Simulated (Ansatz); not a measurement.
A plane-wave DFT run in Ansatz 0.2.0 (scalar-relativistic PAW potentials unless the input names others): input and command.

```yaml
crystal:
  lattice:
    - [1.8461897884, 1.0658981713, 2.5154377821]
    - [-1.8461897884, 1.0658981713, 2.5154377821]
    - [0.0, -2.1317963426, 2.5154377821]
  atoms:
    - { symbol: P, position: [0.2336660455, 0.2336660455, 0.2336660455] }
    - { symbol: P, position: [0.7663339545, 0.7663339545, 0.7663339545] }
basis:
  ecutwfc: 420
kpoints:
  mp_grid: { grid: [24, 24, 24], shift: [0.5, 0.5, 0.5] }
hamiltonian:
  xc: pbe
  dispersion: d3bj
scf:
  occupations: { method: fermi_dirac, width: 0.1 }
output:
  forces: true
  eigenvalues: true
  stress: true
```

```bash
ansatz run input.yaml --threads 1 --pin off --max-ram 2560MiB --backend cpu --events-out ev --progress --plain --runs-dir out
```

Abridged log:
```
Basis set: ecut = 420 eV, 579 PW (Γ), exchange–correlation on 48×48×48 points (8 copies of the dense FFT grid, shifted against one another)
Bands: 9, of which v1, the nominal top of the filled ones, is band 5 counted from 1 (4 counted from 0)
Symmetry: 12 space group operations
k-points: 1300 of 13824
SCF iter   1: F=—  HF=-1511.866788 eV  |F-HF|=—  |Δ(HF+E_count)|=         —  Δρ=1.93e-3  dr2=6.85e-4  ethr=1.77e-3  ⟨swp⟩=6.2  Hψ=98777  notcnv=0
SCF iter   2: F=—  HF=-1511.866551 eV  |F-HF|=—  |Δ(HF+E_count)|=   2.37e-4  Δρ=1.10e-3  dr2=2.06e-4  ethr=6.85e-6  ⟨swp⟩=2.1  Hψ=27174  notcnv=0
SCF iter   3: F=—  HF=-1511.866607 eV  |F-HF|=—  |Δ(HF+E_count)|=   5.61e-5  Δρ=2.53e-4  dr2=2.50e-5  ethr=2.06e-6  ⟨swp⟩=2.1  Hψ=17792  notcnv=0
SCF iter   4: F=—  HF=-1511.866596 eV  |F-HF|=—  |Δ(HF+E_count)|=   1.06e-5  Δρ=7.84e-5  dr2=1.97e-6  ethr=2.50e-7  ⟨swp⟩=2.0  Hψ=16575  notcnv=0
SCF iter   5: F=-1511.866595 eV  HF=-1511.866595 eV  |F-HF|=3.48e-8  |Δ(HF+E_count)|=   9.22e-7  Δρ=1.39e-5  dr2=5.96e-8  ethr=1.97e-8  ⟨swp⟩=2.4  Hψ=17717  notcnv=0
SCF iter   6: F=-1511.866595 eV  HF=-1511.866595 eV  |F-HF|=6.01e-9  |Δ(HF+E_count)|=   1.50e-8  Δρ=5.47e-6  dr2=9.50e-9  ethr=5.96e-10  ⟨swp⟩=3.9  Hψ=64081  notcnv=0
SCF 1 converged in 6 iterations: F = -1511.866595 eV  dr2 = 9.50e-9
SCF converged after 6 iterations
Free energy (F): -1511.866595 eV
Harris-Foulkes:  -1511.866595 eV  (|F-HF|=6.01e-9)
Internal energy: -1511.843860 eV  (E = F + TS)
E sigma→0 (E₀):  -1511.855227 eV
Entropy (-TS):   -0.022736 eV (-11.368 meV/atom)
Fermi energy:    10.660895 eV
  E_disp       = -0.950237  (pairwise vdW)
--- Forces (eV/Å), atoms counted from 1 ---
  atom   1  P      0.00000000     0.00000000     0.49434414
  atom   2  P      0.00000000     0.00000000    -0.49434414
--- Stress (GPa, compression-positive) ---
      -10.893200       0.000000       0.000000
        0.000000     -10.893200       0.000000
        0.000000       0.000000       7.716243
  P = ⅓ Tr σ = -4.6901 GPa (-46.901 kbar)
```

Apart from outputs and empty bands, the input differs from a reference run on usual settings in scf.occupations.method: "gaussian" → "fermi_dirac"; scf.occupations.width: 0.15 → 0.1; kpoints.mp_grid.shift: not typed → [0.5, 0.5, 0.5]. The reference, at the same geometry (not necessarily relaxed), gave pressure -4.76 GPa, largest force 0.484 eV/Å, no gap on the mesh. This run converged in 6 SCF iterations (reference: 6) with an energy at zero smearing 0.19 meV/atom below the reference's, pressure -4.69 GPa, largest force 0.494 eV/Å, no gap on the mesh.

The run took 21 s on 1 thread of Arm Neoverse V1, on a shared host, peak memory 0.61 GiB.